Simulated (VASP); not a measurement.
Pm, 1 atom in the cell. The structure is cubic, space group Im-3m (No. 229). The conventional cell has a = 3.333 Å, b = 3.333 Å, c = 3.333 Å, α = 90.00°, β = 90.00°, γ = 90.00°. Around Pm (site symmetry m-3m) lie 8 Pm at 2.89 Å. The cell was built by a generator and needn't be a form met in nature.

| Quantity | Value |
| --- | --- |
| Program | VASP 6.6.1 |
| Task | single point |
| Functional | PBEsol |
| Potentials or basis | VASP PAW PBE potentials, release 64 (Pm) |
| Cutoff | 520 eV |
| k mesh | 14 × 14 × 14 |
| Occupations | fermi-dirac, width 0.136057 eV |
| Spin | no spin polarisation |
| Dipole correction | no |
| Further INCAR settings | ALGO = Fast; EDIFF = 1e-06; NBANDS = 14 |

Potentials or basis: VASP PAW PBE potentials, release 64 (Pm).

The run is started by

```console
$ cat potpaw_PBE.64/Pm/POTCAR > POTCAR
$ mpirun -np 1 vasp_std > vasp.out
```

Hardware: 1 thread of AMD EPYC 9R45 (Zen 5), on a shared host.

Task: Estimate the wall time of this run.

Result: Wall time 61 s on 1 thread of AMD EPYC 9R45 (Zen 5) (shared host), peak memory 0.14 GiB. Counts: scf iterations 37, k points 104.
